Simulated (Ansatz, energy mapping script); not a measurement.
# MnS (Browneite): J from the energies of magnetic orders, part 3 of 3

Wanted: the magnetic order of MnS (Browneite), its couplings and an estimate of its ordering temperature, by PBE+U (1.32 eV).

PBE with U = 1.32 eV on Mn d, ortho-atomic projectors; plane waves, U on orthogonalised atomic orbitals unless named otherwise, collinear spin, no spin–orbit coupling.

So far. Step 9 (Uncompensated ++− start in cell C (6 atoms)): The run ends ferrimagnetic, 179.39 meV a magnetic atom below the parallel order of its cell. Step 10 (Run 7 (parallel; cell D, 6 atoms)): The run ends ferromagnetic. For each magnetic atom its energy differs from the parallel run of the first cell by -0.03 meV, an error that one common reference would have brought in.

### 11. Order 8: uncompensated ++−, cell D of 6 atoms

This order reverses 4 of the 12 neighbours at 3.96 Å, 4 of the 6 neighbours at 5.60 Å and 12 of the 24 neighbours at 6.86 Å, counted for an average magnetic atom.

File input.yaml:

```yaml
crystal:
  lattice:
    - [0.0, 2.8, 2.8]
    - [-2.8, 0.0, -2.8]
    - [-5.6, -5.6, 5.6]
  atoms:
    - { symbol: Mn, position: [0.0, 0.0, 0.0], spin: 4.5 }
    - { symbol: Mn, position: [0.333333333, 0.666666667, 0.666666667], spin: 4.5 }
    - { symbol: Mn, position: [0.666666667, 0.333333333, 0.333333333], spin: -4.5 }
    - { symbol: S, position: [0.333333333, 0.666666667, 0.916666667] }
    - { symbol: S, position: [0.666666667, 0.333333333, 0.583333333] }
    - { symbol: S, position: [0.0, 0.0, 0.25] }
magnetization:
  spin_polarized: true
kpoints:
  mp_grid: { grid: [8, 8, 3] }
hamiltonian:
  xc: pbe
  hubbard:
    sites:
      - { species: Mn, l: d, u_eff: 1.32 }
      - { site: 0, l: d, u_eff: 1.32, starting_ns: [{ spin: up, occupation_matrix: mn1_major }, { spin: down, occupation_matrix: mn1_minor }] }
      - { site: 1, l: d, u_eff: 1.32, starting_ns: [{ spin: up, occupation_matrix: mn1_major }, { spin: down, occupation_matrix: mn1_minor }] }
      - { site: 2, l: d, u_eff: 1.32, starting_ns: [{ spin: up, occupation_matrix: mn1_minor }, { spin: down, occupation_matrix: mn1_major }] }
    projectors: ortho-atomic
    occupation_matrices:
      mn1_major:
        matrix:
          - [0.995, 0.0, 0.0, 0.0, 0.0]
          - [0.0, 0.99, 0.0, 0.0, 0.0]
          - [0.0, 0.0, 0.99, 0.0, 0.0]
          - [0.0, 0.0, 0.0, 0.995, 0.0]
          - [0.0, 0.0, 0.0, 0.0, 0.99]
      mn1_minor:
        matrix:
          - [0.034, 0.0, 0.0, 0.0, 0.0]
          - [0.0, 0.103, 0.0, 0.0, 0.0]
          - [0.0, 0.0, 0.103, 0.0, 0.0]
          - [0.0, 0.0, 0.0, 0.034, 0.0]
          - [0.0, 0.0, 0.0, 0.0, 0.103]
scf:
  occupations: { method: fermi_dirac, width: 0.05 }
output:
  eigenvalues: true
```

Launch:

```
ansatz run input.yaml --threads 4 --pin off --max-ram 8192MiB --backend cpu --events-out ev --progress --plain --runs-dir out
```

Numbers of over 12 decimals in the logs are rounded to 6 here.

The program printed:

```text
[...]
Crystal: 6 atoms, lattice volume = 131.712 Å³
Basis set: ecut = 420 eV, 2577 PW (Γ)
Bands: 46, of which v1, the nominal top of the filled ones, is band 32 counted from 1 (31 counted from 0)
Symmetry: 6 space group operations
[...]
k-points: 25 of 192 (time reversal used)
[...]
Starting moments: Σ|m| = 13.5 μB on 3 of 6 sites
[...]
k-point 0 ↑: bands = [... 28 lower, 4.7445, 6.5959, 6.6411, 6.6411, 7.1768, 7.1768, 8.6854, 9.0254, ... 10 higher]
  k-point 1 ↑: bands = [... 28 lower, 4.8886, 6.4217, 6.6399, 6.6399, 7.1707, 7.1707, 9.0320, 9.0320, ... 10 higher]
  k-point 2 ↑: bands = [... 28 lower, 4.7678, 6.1107, 6.4438, 6.4488, 6.6413, 7.0093, 8.8948, 9.0158, ... 10 higher]
  k-point 24 ↓: bands = [... 28 lower, 5.3166, 8.0998, 8.3763, 8.6155, 8.7766, 9.0044, 9.2471, 9.3751, ... 10 higher]
Occupation matrices written to <dir>
[key lines of the parts left out:]
SCF converged after 13 iterations
Magnetization: 5.0000 μB (34.0000 up, 29.0000 down)
Free energy (F): -14405.053189 eV
Fermi energy:    7.581479 eV
```

Elapsed: 12 s, on 4 threads of Arm Neoverse V1, shared host; peak memory 0.58 GiB.

The run ends ferrimagnetic, 111.42 meV a magnetic atom below the parallel order of its cell.

### 12. The fit

Each energy difference is a sum of couplings weighted by the pairs that the order reverses. A few near shells are fitted to the differences by least squares. Energies are those extrapolated to zero occupation width, not the free energies F.

Energies from the parallel order of the same cell:

| order | atoms | energy (meV a magnetic atom) | moments (μB) | moments kept as typed | opposed neighbours at 3.96, 5.60, 6.86 Å |
| --- | --- | --- | --- | --- | --- |
| parallel in cell A | 4 | 0.00 | 4.26 | yes | 0, 0, 0 |
| compensated +− in cell A | 4 | -208.48 | 4.11 | yes | 8, 0, 16 |
| parallel in cell B | 4 | 0.00 | 4.26 | yes | 0, 0, 0 |
| compensated +− in cell B | 4 | -161.57 | 4.14 | yes | 6, 6, 12 |
| parallel in cell C | 6 | 0.00 | 4.26 | yes | 0, 0, 0 |
| uncompensated ++− in cell C | 6 | -179.39 | 4.06 to 4.17 | yes | 6.67, 2.67, 8 |
| parallel in cell D | 6 | 0.00 | 4.26 | yes | 0, 0, 0 |
| uncompensated ++− in cell D | 6 | -111.42 | 4.14 to 4.20 | yes | 4, 4, 12 |

Couplings from the energies, with E = −Σ J e·e over ordered pairs:

| pair | distance (Å) | neighbours | J (meV) |
| --- | --- | --- | --- |
| Mn–Mn | 3.96 | 12 | -13.1 |
| Mn–Mn | 5.60 | 6 | -0.572 |
| Mn–Mn | 6.86 | 24 | 0.0153 |

Adding the shell at 7.92 Å gives -13, -0.43, -0.12 and -0.35 meV and a mean-field temperature of 393 K, an exact solve that tests nothing.

In mean field these couplings order at 398 K, and give a Curie–Weiss temperature of -1241 K.

### 13. Monte Carlo

Mean field ignores fluctuations and overstates the ordering temperature, so the model is also sampled. The heat capacity peaks where order sets in.

Classical unit spins with these couplings on 8×8×4 copies of a cell that holds the lowest order (512 spins), heat-bath sweeps, cooled from random directions, 1009 sweeps to settle and 3027 measured at each temperature, averaged over 4 runs.

| T (K) | order along the lowest pattern | net moment | heat capacity (k_B a spin) |
| --- | --- | --- | --- |
| 47.8 | 0.04 | 0.01 | 1.01 |
| 81.7 | 0.05 | 0.01 | 1.08 |
| 133 | 0.07 | 0.01 | 2.03 |
| 166 | 0.09 | 0.01 | 0.99 |
| 200 | 0.08 | 0.01 | 0.80 |
| 251 | 0.07 | 0.02 | 0.64 |
| 285 | 0.07 | 0.02 | 0.55 |
| 319 | 0.07 | 0.02 | 0.46 |
| 353 | 0.06 | 0.02 | 0.42 |
| 404 | 0.06 | 0.02 | 0.35 |
| 438 | 0.06 | 0.02 | 0.32 |

The smoothed heat capacity peaks at 132 K. The order column follows one pattern alone; equivalent domains or another pattern share the rest.

### 14. Results

```
lowest order tried                    : compensated +− in cell A
largest fitted value, Mn–Mn at 3.96 Å : -13.1 meV
ordering temperature, mean field      : 398 K
heat-capacity peak, Monte Carlo       : 132 K
```

In words: Of the orders tried, MnS (Browneite) prefers the order “compensated +− in cell A” under PBE+U (1.32 eV), with 8 of 12 neighbours at 3.96 Å, 0 of 6 neighbours at 5.60 Å and 16 of 24 neighbours at 6.86 Å opposed, and the heat capacity of the fitted model peaks near 132 K (Monte Carlo, classical spins). The model's best pattern is not among the orders that were run. The largest fitted coupling is the Mn–Mn pair at 3.96 Å, antiferromagnetic at -13 meV, across a ligand at about 109°. The orders also reverse pairs at 7.92 Å, which are not fitted, so the fitted values hold their part too. With 4 differences for 3 couplings the fit misses by 2.3 meV at most, a small part of the spread. In the fitted orders moments change by up to 4.6 % against the parallel run of the same cell, so their size stays put. Monte Carlo puts the peak at 0.33 of the mean-field temperature, low enough to point to frustration or weakly coupled layers or chains. In tests on simple cubic and body-centred models such peaks lay 5 to 6 % under the bulk value. On cooling, the order along the one computed pattern stays at or under 0.10: the model settles in an equivalent domain, a degenerate mixture or another order. The Curie–Weiss temperature is 9.4 times the peak temperature in size, a mark of frustration. The parallel order holds 5 μB a magnetic atom, spin 2.5; the common factor (S+1)/S would raise the classical 132 K to 185 K, a correction that often overshoots.

[Logs and program files are shortened in this print: banners, set-up blocks, solver, clock and traceback lines can be left out without a mark of their own.]

[Logs are printed without paths, hosts, clocks, repeated set-up lines and the standing remarks that a program may print on its own settings, such as how far it seeks lower states.]

[Hosts, paths, dates, database ids (printed as entryN), source tags and the programs' standing remarks are cut or masked in the printed files.]

[Where a cell is said to come from a database of computed structures, the database is the Materials Project.]
